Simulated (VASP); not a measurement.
Hf:

```xyz
2
Lattice="3.1967 0.0000 0.0000 -1.5983 2.7684 0.0000 0.0000 0.0000 5.0578" Properties=species:S:1:pos:R:3 pbc="T T T"
Hf    1.5984    0.9228    3.7934
Hf    0.0000    1.8456    1.2645
```

Base run:

* Program: VASP 6.6.1
* Functional: AM05
* Potentials or basis: VASP PAW PBE potentials, release 64 (Hf_pv)
* Cutoff: 520 eV
* k mesh: 10 × 10 × 5
* Occupations: fermi-dirac, width 0.05 eV
* Spin: no spin polarisation

Its results: pressure -4.2 GPa.

Problem. The run is repeated on the same cell with these changes: functional from AM05 to PW91. What comes out?

Solution. Pressure 0.0 GPa.

PW91 binds less tightly than AM05, so the same cell stands under more pressure.

Caveats: the PAW data sets were made with another functional, which shifts forces and pressure a little.
